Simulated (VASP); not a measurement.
The system is Al.

```
Al
1.0
     2.81246    0.00000    0.00000
    -1.40623    2.43566    0.00000
     0.00000    0.00000    4.86685
Al
2
Direct
  0.33333 0.66667 0.25000
  0.66667 0.33333 0.75000
```

This isn't the form of Al at room conditions, which is fcc.

```yaml
Program: VASP 6.6.1
Task: single point
Functional: PBEsol
Potentials_or_basis: VASP PAW PBE potentials, release 64 (Al)
Cutoff: 520 eV
k_mesh: 11 × 11 × 6
Occupations: fermi-dirac, width 0.05 eV
Spin: no spin polarisation
```

On this cell: pressure -1.3 GPa; largest force under 0.003 eV/Å; band gap on the k mesh none (metal or under the smearing width).

The same run follows on a disturbed copy (atoms moved at random, drawn with an rms of 0.05 Å):

```
Al
1.0
     2.81246    0.00000    0.00000
    -1.40623    2.43566    0.00000
     0.00000    0.00000    4.86685
Al
2
Cartesian
  -0.0255 1.5758 1.1943
  1.4069 0.8260 3.6656
```

Question: What changes?

Answer: The energy (extrapolated to zero smearing) moves by +2.1 meV/atom; pressure -1.2 GPa; largest force 0.134 eV/Å; band gap on the k mesh none (metal or under the smearing width).

Forces in eV/Å, atoms in the order of the input:
```
Al   0.024  0.046  0.124
Al  -0.024 -0.046 -0.124
```

Stress tensor (GPa, compression positive):
```
 0.38  0.02  0.03
 0.02  0.29  0.06
 0.03  0.06 -4.24
```

Caveats: the PAW data sets were made with another functional, which shifts forces and pressure a little.
